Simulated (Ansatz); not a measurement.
# BaS: the cost of one run

Program: Ansatz 0.2.0. Level of theory: DFT PBEsol, scalar-relativistic, plane waves, PAW. These are calculated values, not measurements.

## Step 1: The starting structure

Symmetry: Fm-3m, No. 225, cubic system. Conventional cell: a = 6.388 Å, b = 6.388 Å, c = 6.388 Å, α = 90.00°, β = 90.00°, γ = 90.00°. Around Ba (site symmetry m-3m) lie 6 S at 3.19 Å. Around S (site symmetry m-3m) lie 6 Ba at 3.19 Å.

Structure file:

```cif
data_structure
_symmetry_space_group_name_H-M 'Fm-3m'
_symmetry_Int_Tables_number 225
_cell_length_a 6.3875
_cell_length_b 6.3875
_cell_length_c 6.3875
_cell_angle_alpha 90.000
_cell_angle_beta 90.000
_cell_angle_gamma 90.000
_cell_volume 260.61
loop_
_atom_site_label
_atom_site_type_symbol
_atom_site_symmetry_multiplicity
_atom_site_Wyckoff_symbol
_atom_site_fract_x
_atom_site_fract_y
_atom_site_fract_z
_atom_site_occupancy
Ba1 Ba 4 a 0.00000 0.00000 0.00000 1
S1 S 4 b 0.00000 0.00000 0.50000 1
```

The cell is taken as given, not relaxed at this level.

## Step 2: The perfect supercell on the trajectory's mesh

input.yaml

```yaml
crystal:
  lattice:
    - [-6.3875, -6.3875, 0.0]
    - [0.0, -6.3875, 6.3875]
    - [-6.3875, 0.0, 6.3875]
  atoms:
    - { symbol: Ba, position: [0.5, 0.0, 0.0] }
    - { symbol: Ba, position: [0.0, 0.0, 0.0] }
    - { symbol: Ba, position: [0.5, 0.5, 0.0] }
    - { symbol: Ba, position: [0.0, 0.5, 0.0] }
    - { symbol: Ba, position: [0.5, 0.0, 0.5] }
    - { symbol: Ba, position: [0.0, 0.0, 0.5] }
    - { symbol: Ba, position: [0.5, 0.5, 0.5] }
    - { symbol: Ba, position: [0.0, 0.5, 0.5] }
    - { symbol: S, position: [0.75, 0.25, 0.25] }
    - { symbol: S, position: [0.25, 0.25, 0.25] }
    - { symbol: S, position: [0.75, 0.75, 0.25] }
    - { symbol: S, position: [0.25, 0.75, 0.25] }
    - { symbol: S, position: [0.75, 0.25, 0.75] }
    - { symbol: S, position: [0.25, 0.25, 0.75] }
    - { symbol: S, position: [0.75, 0.75, 0.75] }
    - { symbol: S, position: [0.25, 0.75, 0.75] }
  symmetry: { detect: false }
basis:
  ecutwfc: 420
kpoints:
  mp_grid: { grid: [2, 2, 2], shift: [0.5, 0.5, 0.5] }
hamiltonian:
  xc: pbesol
scf:
  occupations: { method: gaussian, width: 0.1 }
output:
  forces: true
  stress: true
  eigenvalues: true
```

Started as:

```console
$ ansatz run input.yaml --threads 4 --pin off --max-ram 5120MiB --backend cpu --events-out ev --progress --plain --runs-dir out
```

Q: Estimate wall time and peak memory on 4 threads of Intel Xeon Platinum 8175M at 2.50GHz (Skylake/Cascade Lake), shared host.

About 6.2 s, with a peak of 1.2 GiB.
